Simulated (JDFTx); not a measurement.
Crystal: Cl.

```xyz
4
Lattice="3.1450 -2.2500 0.0000 3.1450 2.2500 0.0000 0.0000 0.0000 8.2100" Properties=species:S:1:pos:R:3 pbc="T T T"
Cl    3.1450    0.5850    3.2840
Cl    3.1450    1.6650    7.3890
Cl    3.1450   -0.5850    4.9260
Cl    3.1450   -1.6650    0.8210
```

* Program: JDFTx 1.7.0 (patched build)
* Task: relaxation of cell and atoms
* Functional: LDA
* Potentials or basis: PseudoDojo-SR-LDA-0.4.1-standard with smoothed tails
* Cutoff: 762 eV
* Density cutoff: 6095 eV
* k mesh: 6 × 6 × 3
* Occupations: fermi-dirac, width 0.05 eV
* Spin: no spin polarisation

At the start: pressure -2.5 GPa; volume 29.05 Å³/atom.

**Question.** How do energy, volume and symmetry change on relaxing?

**Answer.** Over 31 steps the energy falls by 87.4 meV/atom and the volume is 22.30 Å³/atom (-23.2 %); space group Cmce (No. 64, to 0.05 Å).

Step by step:
| step | energy change (eV) | largest force (eV/Å) | pressure (GPa) | volume (Å³) |
| --- | --- | --- | --- | --- |
| 1 | 0.0000 | 0.2045 | -2.49 | 116.19 |
| 2 | -0.0060 | 0.1342 | -2.30 | 115.92 |
| 3 | -0.0215 | 0.1378 | -1.94 | 114.97 |
| 4 | -0.0391 | 0.2465 | -1.68 | 113.73 |
| 5 | -0.0925 | 0.5584 | -0.96 | 109.58 |
| 6 | -0.1624 | 1.1941 | 1.20 | 99.97 |
| 7 | -0.1550 | 1.2819 | 1.42 | 99.71 |
| 8 | -0.2105 | 0.7281 | 0.19 | 99.82 |
| 9 | -0.2415 | 0.1933 | -1.05 | 99.72 |
| 10 | -0.2478 | 0.0758 | -1.32 | 99.36 |
| 11 | -0.2707 | 0.0872 | -1.45 | 97.31 |
| 12 | -0.2728 | 0.0865 | -1.08 | 97.12 |
| 13 | -0.2896 | 0.2522 | -0.38 | 94.99 |
| 14 | -0.2983 | 0.6500 | 2.03 | 88.19 |
| 15 | -0.2983 | 0.6503 | 2.03 | 88.19 |
| 16 | -0.3149 | 0.4192 | 1.39 | 88.32 |
| 17 | -0.3282 | 0.0815 | 0.41 | 88.57 |
| 18 | -0.3293 | 0.0185 | 0.18 | 88.66 |
| 19 | -0.3297 | 0.0137 | 0.12 | 88.71 |
| 20 | -0.3316 | 0.0265 | -0.02 | 88.90 |
| 21 | -0.3345 | 0.0148 | -0.02 | 89.05 |
| 22 | -0.3423 | 0.0292 | -0.13 | 89.36 |
| 23 | -0.3472 | 0.0286 | -0.08 | 89.17 |
| 24 | -0.3483 | 0.0843 | -0.27 | 89.31 |
| 25 | -0.3487 | 0.0882 | -0.29 | 89.36 |
| 26 | -0.3492 | 0.0425 | -0.08 | 89.19 |
| 27 | -0.3492 | 0.0426 | -0.08 | 89.19 |
| 28 | -0.3493 | 0.0317 | -0.04 | 89.18 |
| 29 | -0.3494 | 0.0039 | 0.04 | 89.18 |
| 30 | -0.3494 | 0.0018 | 0.04 | 89.19 |
| 31 | -0.3494 | 0.0012 | 0.04 | 89.21 |

Final structure:
```cif
data_structure
_symmetry_space_group_name_H-M 'P 1'
_symmetry_Int_Tables_number 1
_cell_length_a 3.6032
_cell_length_b 3.6032
_cell_length_c 7.8010
_cell_angle_alpha 90.000
_cell_angle_beta 90.000
_cell_angle_gamma 61.747
_cell_volume 89.21
loop_
_atom_site_label
_atom_site_type_symbol
_atom_site_fract_x
_atom_site_fract_y
_atom_site_fract_z
_atom_site_occupancy
Cl1 Cl 0.36232 0.63768 0.38651 1
Cl2 Cl 0.13768 0.86232 0.88651 1
Cl3 Cl 0.63768 0.36232 0.61349 1
Cl4 Cl 0.86232 0.13768 0.11349 1
```

Caveat: the volume moved by over 15 % at a fixed basis, so the end points are rough; the plane waves are those of the starting cell, so after so large a change of volume the result is rough; the volume moved by -23 % from the deposited cell, more than functionals usually miss.
